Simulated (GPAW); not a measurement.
## InP (honeycomb monolayer): G0W0 with GPAW, start to end

How does a plane-wave GW calculation on InP (honeycomb monolayer) run from the first input to the gap?

Program: GPAW 26.7.0. Level of theory: LDA and many-body steps on it, plane waves. Values are calculated unless marked as measured.

### 1. The system as given

The cell holds 2 atoms: 1 In and 1 P. Cell: a = 4.130 Å, b = 4.130 Å, c = 11.400 Å, α = 90.0°, β = 90.0°, γ = 120.0°. Vacuum lies along c.

As a file:

```cif
data_structure
_symmetry_space_group_name_H-M 'P 1'
_symmetry_Int_Tables_number 1
_cell_length_a 4.1299
_cell_length_b 4.1299
_cell_length_c 11.4000
_cell_angle_alpha 90.000
_cell_angle_beta 90.000
_cell_angle_gamma 120.000
_cell_volume 168.39
loop_
_atom_site_label
_atom_site_type_symbol
_atom_site_fract_x
_atom_site_fract_y
_atom_site_fract_z
_atom_site_occupancy
In1 In 0.33333 0.66667 0.47953 1
P2 P 0.66667 0.33333 0.52051 1
```

The structure was relaxed with LDA. The runs that relaxed it are not among those shown.

### 2. Ground state

This step: GPAW 26.7.0; DFT, LDA, plane waves, PAW.

The ground-state density comes first.

run.py

```python
import json
import numpy as np
from gpaw.mpi import world
from ase import Atoms
from gpaw import GPAW, PW, FermiDirac

atoms = Atoms(['In', 'P'],
    cell=[[4.1299309508, 0.0000000000, 0.0000000000],
      [-2.0649654754, 3.5766251192, 0.0000000000],
      [0.0000000000, 0.0000000000, 11.4000000000]],
    scaled_positions=[[0.3333333333, 0.6666666667, 0.4795282049],
      [0.6666666667, 0.3333333333, 0.5205061390]],
    pbc=(True, True, False))
calc = GPAW(mode=PW(450),
    xc='LDA',
    kpts={'size': (9, 9, 1), 'gamma': True},
    occupations=FermiDirac(0.001),
    nbands=-7,
    convergence={'density': 1e-6, 'bands': -3},
    maxiter=100,
    txt='gs.txt')
atoms.calc = calc
res = {'energy': atoms.get_potential_energy()}
kpts = calc.get_ibz_k_points()
res['kpts'] = kpts
res['eigenvalues'] = [calc.get_eigenvalues(kpt=k) for k in range(len(kpts))]
res['n_electrons'] = calc.get_number_of_electrons()
calc.write('gs.gpw')

if world.rank == 0:
    with open('result.json', 'w') as f:
        json.dump(res, f, default=lambda x: x.tolist())
```

Run with:

```
> mpirun -n 8 gpaw python run.py
```

The log of the run:

```text
__  _  _
 | _ |_)|_||  |
 |__||  | ||/\| - 26.7.0

Input parameters:
  mode=PW(ecut=450.000000),
  convergence={'density': 1e-06, 'bands': -3},
  kpts=MonkhorstPack(size=(9, 9, 1), gamma=True),
  maxiter=100,
  nbands=-7,
  occupations=Occupations(name='fermi-dirac', width=0.001, fixmagmom=False),
  xc=XC(name='LDA')
  [... matrices ...]
Diagonalizing LCAO Hamiltonian
Converting LCAO to pw mode

        In  P

Atoms  # Å, Bohr magnetons
|   | symbol |         x |        y |        z |    initial magnetic moments |
| 0 |     In | -0.000000 | 2.384417 | 5.466622 | ( 0.0000,  0.0000,  0.0000) |
| 1 |      P |  2.064965 | 1.192208 | 5.933770 | ( 0.0000,  0.0000,  0.0000) |

Unit cell  # Å
| periodic |         x |        y |         z |   lengths |     angles |
|      yes |  4.129931 | 0.000000 |  0.000000 |  4.129931 |  90.000000 |
|      yes | -2.064965 | 3.576625 |  0.000000 |  4.129931 |  90.000000 |
|       no |  0.000000 | 0.000000 | 11.400000 | 11.400000 | 120.000000 |

Number of symmetries: 6
Symmetry operations  # r_c * U_cc + t_c -> r_c
|   | kind |            matrix            |
| 0 |  σ   |  1, 1, 0,  0,-1, 0,  0, 0, 1 |
| 1 |  E   |  1, 0, 0,  0, 1, 0,  0, 0, 1 |
| 2 |  C3  |  0, 1, 0, -1,-1, 0,  0, 0, 1 |
| 3 |  σ   |  0,-1, 0, -1, 0, 0,  0, 0, 1 |
| 4 |  σ   | -1, 0, 0,  1, 1, 0,  0, 0, 1 |
| 5 |  C3  | -1,-1, 0,  1, 0, 0,  0, 0, 1 |

BZ-sampling:
  Number of BZ points: 81
  Number of IBZ points: 12

  Monkhorst-Pack size: [9, 9, 1]
  Monkhorst-Pack shift: [0, 0, 0]

K-points  # in reciprocal-cell coordinates
|     |                                coordinates |     weight |
|   0 | (  0.00000000,   0.00000000,   0.00000000) | 0.01234568 |
|   1 | (  0.11111111,   0.00000000,   0.00000000) | 0.07407407 |
|   2 | (  0.22222222,  -0.11111111,   0.00000000) | 0.07407407 |
|   3 | (  0.22222222,   0.00000000,   0.00000000) | 0.07407407 |
|   4 | (  0.33333333,  -0.11111111,   0.00000000) | 0.14814815 |
|   5 | (  0.33333333,   0.00000000,   0.00000000) | 0.07407407 |
|   6 | (  0.33333333,   0.33333333,   0.00000000) | 0.02469136 |
|   7 | (  0.44444444,  -0.22222222,   0.00000000) | 0.07407407 |
|   8 | (  0.44444444,  -0.11111111,   0.00000000) | 0.14814815 |
|   9 | (  0.44444444,   0.00000000,   0.00000000) | 0.07407407 |
| ... |                                            |            |
|  11 | (  0.44444444,   0.44444444,   0.00000000) | 0.07407407 |

Plane wave coefficients: 3676
Cutoff: 450.000000 eV

Spin-components: 1 (collinear spins)
Bands:           16
Projectors:      11
Spin-degeneracy: 2
Datatype:        complex128

  Storage: CPU
  Wave functions: 11_160_576 bytes (1_395_072 per core)
  Projectors: 15_345_792 bytes (1_918_224 per core)
  [... matrices ...]
Parallelization:
  kpt:    4
  domain: 2
  band:   1

Density:
  Valence electrons: 18.0
  Components: 1
  Grid points: [21 21 56]
  Charge: 0.0  # |e|

Potential:
  Grid points: [21 21 56]

species:
  In:
    name:    Indium
    Z:       49.0
    valence: 13
    core:    36
    charge:  0.0  # [|e|]
    compensation charges:
      type: gauss
      rc: 0.36  # [Å]
      lmax: 2
    cutoffs:
      filter: 2.09  # [Å]
      core: 2.48  # [Å]
    projectors
    | kind |    occ | energy [eV] | rcut [Å] |
    |   5s |  2.000 |      -8.474 |    1.185 |
    |   5p |  1.000 |      -2.700 |    1.244 |
    |   4d | 10.000 |     -18.723 |    1.148 |
    |    s |        |      18.738 |    1.185 |
    |    p |        |      24.512 |    1.244 |
    |    d |        |       8.489 |    1.148 |

    Using partial waves for In as LCAO basis

  P:
    name:    Phosphorus
    Z:       15.0
    valence: 5
    core:    10
    charge:  0.0  # [|e|]
    compensation charges:
      type: gauss
      rc: 0.30  # [Å]
      lmax: 2
    cutoffs:
      filter: 1.69  # [Å]
      core: 1.81  # [Å]
    projectors
    | kind |    occ | energy [eV] | rcut [Å] |
    |   3s |  2.000 |     -14.015 |    0.953 |
    |   3p |  3.000 |      -5.596 |    0.953 |
    |    s |        |      13.197 |    0.953 |
    |    p |        |      21.615 |    0.953 |
    |    d |        |       0.000 |    0.953 |

    Using partial waves for P as LCAO basis

Reference energy: -169106.896229  # eV

eigensolver:
  PPCG
  Converge bands: -3
  niter=2

density mixing:
  MSR1-Mixer
  Pratt-step length: 0.05
  Maximum mixing coefficient: 0.75
  Old densities: 10
  SVD Regularization: 0.005
  Good broyden scale: 1.0
  Trust region scale: 1.0
  Backstep threshold: 4.0
  History deletion threshold: 6.0
  Fourier metric: weight=20.0, sigma=0.015

occupation numbers:
  Fermi-Dirac:
    width: 0.0010  # eV

poisson solver:
  ecut: 3600.000000  # eV

xc functional:
  name: None

Initialization done in: 1.693 s

convergence criteria:
- Maximum integral of absolute [dens]ity change: 1e-06 electrons / valence electron
- Maximum [total energy] change in last 3 cyles: 0.0005 eV / valence electron
- Maximum integral of absolute [eigenst]ate change: 4e-08 eV^2 / valence electron
maximum number of iterations: 100

SCF iterations
|iter     |     time |      energy | eigst |  dens |
|iter:   1|  |   -9.279190 | +0.99 |       |
|iter:   2|  |   -9.154297 | -0.06 | -1.06 |
|iter:   3|  |   -8.736751 | -0.73 | -1.11 |
|iter:   4|  |   -8.725878 | -2.03 | -1.65 |
|iter:   5|  |   -8.725128 | -2.90 | -2.10 |
|iter:   6|  |   -8.724913c| -3.60 | -2.68 |
|iter:   7|  |   -8.724917c| -4.83 | -3.19 |
|iter:   8|  |   -8.724920c| -5.64 | -3.65 |
|iter:   9|  |   -8.724920c| -6.62 | -4.55 |
|iter:  10|  |   -8.724920c| -7.48c| -5.06 |
|iter:  11|  |   -8.724920c| -7.76c| -5.53 |
|iter:  12|  |   -8.724920c| -8.30c| -5.83 |
|iter:  13|  |   -8.724920c| -8.73c| -6.44c|

Converged in 13 steps
SCF loop duration: 2.450 s (0.188 s/step)
Energy contributions relative to reference atoms: (reference = -169106.896229)
  [... matrices ...]
Energy contributions:
  Kinetic:          19.768214
  Coulomb:         -18.513307
  Zero:              0.180464
  External:          0.000000
  Xc:              -10.160291
  Entropy:          -0.000000
  Spinorbit:         0.000000
  ----------------------------
  Free energy:      -8.724920
  Extrapolated:     -8.724920

dipole moment: (-1.164318, 0.672221, -0.100082)  # |e|*Ang

Fermi level: -2.478
Eigenvalues  # (at kpt = [0.000, 0.000, 0.000])
| band index |      eig [eV] | occ [0-2] |
|          0 |       -16.525 |     2.000 |
|          1 |       -16.397 |     2.000 |
|          2 |       -16.397 |     2.000 |
|          3 |       -16.245 |     2.000 |
|          4 |       -16.245 |     2.000 |
|          5 |       -12.800 |     2.000 |
|          6 |        -4.583 |     2.000 |
|          7 |        -2.657 |     2.000 |
|          8 |        -2.657 |     2.000 |
|          9 |        -1.307 |     0.000 |
|         10 |         1.220 |     0.000 |
|         11 |         2.466 |     0.000 |
|         12 |         2.466 |     0.000 |
|         13 |         2.833 |     0.000 |
|         14 |         3.661 |     0.000 |
|         15 |         5.111 |     0.000 |

Gap: 1.194 eV
Transition (v -> c):
  (s=0, k=6, n=8, [0.33, 0.33, 0.00]) -> (s=0, k=0, n=9, [0.00, 0.00, 0.00])
Direct/indirect transitions are different
Direct gap: 1.350 eV
Transition at: (s=0, k=0, n=8, [0.00, 0.00, 0.00])
vacuum-level: 2.892  # V
# Writing to gs.gpw (mode='')
  [... matrices ...]
```

Run time: 6.9 s. Hardware: 8 MPI ranks of AMD EPYC 7R43, shared host; peak memory 1.3 GiB.

Numbers from this step:

- total energy: -8.725 eV
- gap: 1.194 eV
- k of the valence top: 0.3333, 0.3333, 0
- k of the conduction bottom: 0, 0, 0
- least direct gap: 1.350 eV

The gap is indirect, with the least direct gap 0.16 eV higher.

### 3. Bands along the symmetry lines

The cheap functional maps the bands first; the places of the edges decide which points the dearer methods must see.

run.py

```python
import json
import numpy as np
from gpaw.mpi import world
from gpaw import GPAW

path = [[0.000000, 0.000000, 0.000000],
    [0.062500, 0.000000, 0.000000],
    [0.125000, 0.000000, 0.000000],
    [0.187500, 0.000000, 0.000000],
    [0.250000, 0.000000, 0.000000],
    [0.312500, 0.000000, 0.000000],
    [0.375000, 0.000000, 0.000000],
    [0.437500, 0.000000, 0.000000],
    [0.500000, 0.000000, 0.000000],
    [0.479167, 0.041667, 0.000000],
    [0.458333, 0.083333, 0.000000],
    [0.437500, 0.125000, 0.000000],
    [0.416667, 0.166667, 0.000000],
    [0.395833, 0.208333, 0.000000],
    [0.375000, 0.250000, 0.000000],
    [0.354167, 0.291667, 0.000000],
    [0.333333, 0.333333, 0.000000],
    [0.291667, 0.291667, 0.000000],
    [0.250000, 0.250000, 0.000000],
    [0.208333, 0.208333, 0.000000],
    [0.166667, 0.166667, 0.000000],
    [0.125000, 0.125000, 0.000000],
    [0.083333, 0.083333, 0.000000],
    [0.041667, 0.041667, 0.000000],
    [0.000000, 0.000000, 0.000000]]
calc = GPAW('gs.gpw').fixed_density(kpts=path,
    symmetry='off',
    nbands=19,
    convergence={'bands': 15},
    txt='bands.txt')
res = {}
kpts = calc.get_ibz_k_points()
res['kpts'] = kpts
res['eigenvalues'] = [calc.get_eigenvalues(kpt=k) for k in range(len(kpts))]
res['n_electrons'] = calc.get_number_of_electrons()

if world.rank == 0:
    with open('result.json', 'w') as f:
        json.dump(res, f, default=lambda x: x.tolist())
```

Run with:

```
> mpirun -n 8 gpaw python run.py
```

The log of the run:

```text
Diagonalizing LCAO Hamiltonian
Converting LCAO to pw mode
convergence criteria:
- Maximum integral of absolute [eigenst]ate change: 4e-08 eV^2 / valence electron
maximum number of iterations: 100

SCF iterations
|iter     |     time |      energy | eigst |  dens |
|iter:   1|  |             | +1.54 |       |
|iter:   2|  |             | +0.57 |       |
|iter:   3|  |             | -0.32 |       |
[...]
|iter:  11|  |             | -6.40 |       |
|iter:  12|  |             | -7.10 |       |
|iter:  13|  |             | -7.63c|       |
SCF steps: 13
  __  _  _
 | _ |_)|_||  |
 |__||  | ||/\| - 26.7.0

Input parameters:
  mode=PW(ecut=450.000000),
  convergence={'bands': 15},
  gpts=array([21, 21, 56]),
  kpts=KPoints(kpts=array([[0.      , 0.      , 0.      ],
         [0.0625  , 0.      , 0.      ],
         [0.125   , 0.      , 0.      ],
         [0.1875  , 0.      , 0.      ],
[...]
[0.479167, 0.041667, 0.      ],
         [0.458333, 0.083333, 0.      ],
[...]
[0.416667, 0.166667, 0.      ],
[...]
[0.25    , 0.25    , 0.      ],
[...]
[0.125   , 0.125   , 0.      ],
         [0.083333, 0.083333, 0.      ],
         [0.041667, 0.041667, 0.      ],
         [0.      , 0.      , 0.      ]])),
  maxiter=100,
  nbands=19,
  occupations=Occupations(name='fermi-dirac', width=0.001, fixmagmom=False),
  parallel={},
  symmetry=Symmetry(point_group=False, time_reversal=False),
  xc=XC(name='LDA')
```

Wall time 9.5 s (8 MPI ranks); peak memory 1.4 GiB; 73 s of CPU time.

This step gave:

```yaml
gap: 1.194 eV
k_of_the_valence_top: 0.3333, 0.3333, 0
k_of_the_conduction_bottom: 0, 0, 0
least_direct_gap: 1.350 eV
```

The gap is 1.194 eV, as in the run before at this level.

Electronic bands along the path, in eV, zero at the top of the highest filled band:

| point | band 6 | band 7 | band 8 | band 9 | band 10 | band 11 | band 12 | band 13 |
| --- | --- | --- | --- | --- | --- | --- | --- | --- |
| Γ | -10.30 | -2.08 | -0.16 | -0.16 | 1.19 | 3.72 | 4.97 | 4.97 |
| halfway | -9.75 | -3.39 | -1.29 | -0.99 | 2.55 | 3.60 | 5.18 | 5.95 |
| M | -8.86 | -5.43 | -1.61 | -0.39 | 2.03 | 2.71 | 6.33 | 6.88 |
| halfway | -8.74 | -5.39 | -2.49 | -0.20 | 2.16 | 3.94 | 6.06 | 6.87 |
| K | -8.57 | -5.41 | -3.13 | 0.00 | 2.12 | 5.42 | 5.56 | 7.03 |
| halfway | -9.58 | -3.74 | -1.58 | -1.10 | 2.96 | 4.19 | 4.73 | 5.60 |
| Γ | -10.30 | -2.08 | -0.16 | -0.16 | 1.19 | 3.72 | 4.97 | 4.97 |

The electronic bands as a text plot (rows in eV, shown from -8.0 to 5.3 only):

```
    5.1 |++++++++++++                 +    +++++++++         ++++
    4.5 |                           ++           ++++++++++++
    3.9 |+++++++++                 +                +++++++++++++
    3.4 |         +++++          ++
    2.8 |              ++++++++++                +++++++++
    2.3 |    ++++++++++++++++++++++++++++++++++++         +++
    1.7 | +++                                                +++
    1.2 |+                                                      +
    0.6 |
    0.1 |*                         ***********                  *
   -0.5 | ********     ************           ******      ******
   -1.1 |    **   *****                             ******
   -1.6 |      ***     *********                    *********
   -2.2 |******                 ***              ***      *******
   -2.7 |      ***                 ****    ******      ***
   -3.3 |         ***                  ****
   -3.8 |                                           ***
   -4.4 |            **                          ***
   -4.9 |              ***                    ***
   -5.5 |                 ********************
   -6.1 |
   -6.6 |
   -7.2 |
   -7.7 |
         Γ                   M           K                      Γ
```

### 4. Empty states on the mesh, 6×6×1 mesh, 283 bands

The sums over transitions need many empty states on a uniform mesh; this step solves for them.

run.py

```python
import json
import numpy as np
from gpaw.mpi import world
from gpaw import GPAW

calc = GPAW('gs.gpw').fixed_density(kpts={'size': (6, 6, 1), 'gamma': True},
    parallel={'domain': 1, 'band': 1},
    txt='nscf.txt')
calc.diagonalize_full_hamiltonian(nbands=283)
calc.write('full.gpw', mode='all')
res = {}
kpts = calc.get_ibz_k_points()
res['kpts'] = kpts
res['eigenvalues'] = [calc.get_eigenvalues(kpt=k) for k in range(len(kpts))]
res['n_electrons'] = calc.get_number_of_electrons()

if world.rank == 0:
    with open('result.json', 'w') as f:
        json.dump(res, f, default=lambda x: x.tolist())
```

Run with:

```
> mpirun -n 7 gpaw python run.py
```

The log of the run:

```text
Diagonalizing LCAO Hamiltonian
Converting LCAO to pw mode
convergence criteria:
- Maximum integral of absolute [eigenst]ate change: 4e-08 eV^2 / valence electron
maximum number of iterations: 100

SCF iterations
|iter     |     time |      energy | eigst |  dens |
|iter:   1|  |             | +0.99 |       |
|iter:   2|  |             | -0.01 |       |
|iter:   3|  |             | -0.72 |       |
[...]
|iter:   9|  |             | -6.29 |       |
|iter:  10|  |             | -7.12 |       |
|iter:  11|  |             | -7.89c|       |
SCF steps: 11
  __  _  _
 | _ |_)|_||  |
 |__||  | ||/\| - 26.7.0

Input parameters:
  mode=PW(ecut=450.000000),
  convergence={'density': 1e-06, 'bands': -3},
  gpts=array([21, 21, 56]),
  kpts=MonkhorstPack(size=(6, 6, 1), gamma=True),
  maxiter=100,
  nbands=16,
  occupations=Occupations(name='fermi-dirac', width=0.001, fixmagmom=False),
  parallel={'domain': 1, 'band': 1},
  xc=XC(name='LDA')
Matrix size: 3633x3633
# Writing to full.gpw (mode='all')
  [... matrices ...]

timing:  # [seconds]
  Total: 31.487  # ━━━━━━━━━━━━━━━━━━━━━━━━━━━━━━━━━━━━━━━━━━━━━━━━━━━━━━━━━━
```

Elapsed: 37 s, on 7 MPI ranks; peak memory 7 GiB.

This step gave:

* gap: 1.194 eV
* k of the valence top: 0.3333, 0.3333, 0
* k of the conduction bottom: 0, 0, 0
* least direct gap: 1.350 eV
* k points computed: 7
* lowest point of the top converged band, above the valence top: 79.5499 eV

On this mesh the gap is 1.194 eV.

(Part 1 of 2 ends here.)

[Long decimals in the printed logs are rounded to 6 places.]

[Logs are printed without paths, hosts, clocks, repeated set-up lines and the standing remarks that a program may print on its own settings, such as how far it seeks lower states.]

[Paths, hosts, dates, memory and timing lines, banners, echoed tables and standing remarks are left out of the program output; an Ansatz launch command may be rebuilt from the run's recorded settings. Measured values are a selection of at most five: reports struck by readers or far from the other reports are left out. None is set beside runs whose start may be inverted or whose files or cutoffs have a known fault.]

[Runs of the session that timed out or met a known fault of the program may be left out.]

[Hosts, paths, dates, database ids (printed as entryN), source tags and the programs' standing remarks are cut or masked in the printed files.]

[Where the starting crystal was built by hand or by swapping elements, it need not be the compound's stable phase.]
